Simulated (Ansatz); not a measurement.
# MnS: the cost of one run

Method: DFT PBE, scalar-relativistic, plane waves, PAW, in Ansatz 0.2.0.

2 further runs of the same task are left out: 2 set aside as unsound or not needed.

## Step 1: The system as given

The structure is cubic, space group F-43m (No. 216). The conventional cell has a = 5.644 Å, b = 5.644 Å, c = 5.644 Å, α = 90.00°, β = 90.00°, γ = 90.00°. Mn (site symmetry -43m) is surrounded by 4 S at 2.44 Å. S (site symmetry -43m) has 4 Mn at 2.44 Å as nearest neighbours.

Coordinates:

```cif
data_structure
_symmetry_space_group_name_H-M 'P 1'
_symmetry_Int_Tables_number 1
_cell_length_a 3.9913
_cell_length_b 3.9913
_cell_length_c 3.9913
_cell_angle_alpha 60.000
_cell_angle_beta 60.000
_cell_angle_gamma 60.000
_cell_volume 44.96
loop_
_atom_site_label
_atom_site_type_symbol
_atom_site_fract_x
_atom_site_fract_y
_atom_site_fract_z
_atom_site_occupancy
Mn1 Mn 0.00000 0.00000 0.00000 1
S1 S 0.75000 0.75000 0.75000 1
```

This cell was relaxed beforehand with the same method: volume 22.48 Å³/atom, gap on the mesh none (metal), site moments up to 4.2 μB.

## Step 2: The film's bulk: Si

Relaxed beforehand at this level: -635.8098 eV/atom, gap on the mesh 0.62 eV.

```
Si
1.0
     0.00000   -2.73488   -2.73488
     2.73488    0.00000   -2.73488
     2.73488   -2.73488    0.00000
Si
2
Direct
  0.00000 0.00000 0.00000
  0.75000 0.75000 0.75000
```

## Step 3: Bulk reference on the slab's mesh

The input, input.yaml:

```yaml
crystal:
  lattice:
    - [3.991250839, 0.0, 0.0]
    - [-1.9956254195, 3.4565246194, 0.0]
    - [1.9956254195, -1.1521748731, 3.2588426637]
  atoms:
    - { symbol: Mn, position: [0.0, 0.0, 0.0], spin: 4.63 }
    - { symbol: S, position: [0.75, 0.25, 0.75], spin: 0.14 }
basis:
  ecutwfc: 420
kpoints:
  mp_grid: { grid: [9, 9, 11] }
hamiltonian:
  xc: pbe
scf:
  occupations: { method: gaussian, width: 0.1 }
output:
  forces: true
  stress: true
  eigenvalues: true
  populations: true
magnetization:
  spin_polarized: true
```

Q: Estimate wall time and peak memory on 1 thread of an Arm CPU, shared host.

About 53 s, with a peak of 0.62 GiB.
